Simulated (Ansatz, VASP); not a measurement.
Two plane-wave programs on Hg

```
CELL_PARAMETERS angstrom
5.03689 0.00000 0.00000
-2.51845 4.36208 0.00000
0.00000 0.00000 2.89667
ATOMIC_POSITIONS crystal
Hg 0.00000 0.00000 0.00000
Hg 0.33333 0.66667 0.50000
Hg 0.66667 0.33333 0.50000
```

Alike in both runs: task single point; functional PBEsol; k mesh 8 × 8 × 12; occupations fermi-dirac, width 0.1 eV; no spin polarisation.

```csv
,VASP,Ansatz
version,VASP 6.6.1,Ansatz 0.2.0
potentials or method,"VASP PAW PBE potentials, release 64 (Hg)","plane waves (420 eV) with PAW, scalar-relativistic"
plane-wave cutoff (eV),520,420
valence electrons in the cell,36,60
```

VASP gave:

- pressure (GPa): 7.9
- largest component of the traceless stress (GPa): 0.80

Question: Which values does Ansatz return?

Answer: Pressure (GPa): 7.3; largest component of the traceless stress (GPa): 0.64.

The two sets of potentials don't hold the same shells in valence. Ansatz warned: «pseudo_functional_mismatch».

Caveats: the PAW data sets were made with another functional, which shifts forces and pressure a little (VASP). The runs have no spin-orbit coupling, so splittings on Hg are missing.
